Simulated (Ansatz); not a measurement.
Crystal: Sb.

```
Sb
1.0
     0.00000    2.37124    2.37124
     2.37124    0.00000    2.37124
     2.37124    2.37124    0.00000
Sb
1
Direct
  0.00000 0.00000 0.00000
```

This isn't the form of Sb at room conditions, which is rhombohedral.

Base run:

- Program: Ansatz 0.2.0
- Functional: r2SCAN
- Potentials or basis: Ansatz PAW
- Cutoff: 500 eV (not typed: the program's choice for these potentials)
- k mesh: 10 × 10 × 10
- Occupations: fermi-dirac, width 0.05 eV
- Spin: no spin polarisation

Its results: band gap on the k mesh none (metal or under the smearing width); pressure 1.1 GPa.

Problem. The run is repeated on the same cell with these changes: functional from r2SCAN to PBEsol; cutoff from 500 eV (not typed: the program's choice for these potentials) to 420 eV (not typed: the program's choice for these potentials); k mesh from 10 × 10 × 10 to 8 × 8 × 8. What comes out?

Solution. Band gap on the k mesh none (metal or under the smearing width); pressure -0.6 GPa.

Several settings changed at once, so the effect can't be laid on one alone.

Caveats: the PAW data sets come from PBE, with cores solved anew for the run's functional, which leaves a small shift of forces and pressure; spin-orbit coupling is left out, which moves the levels of the heavy elements (some runs).
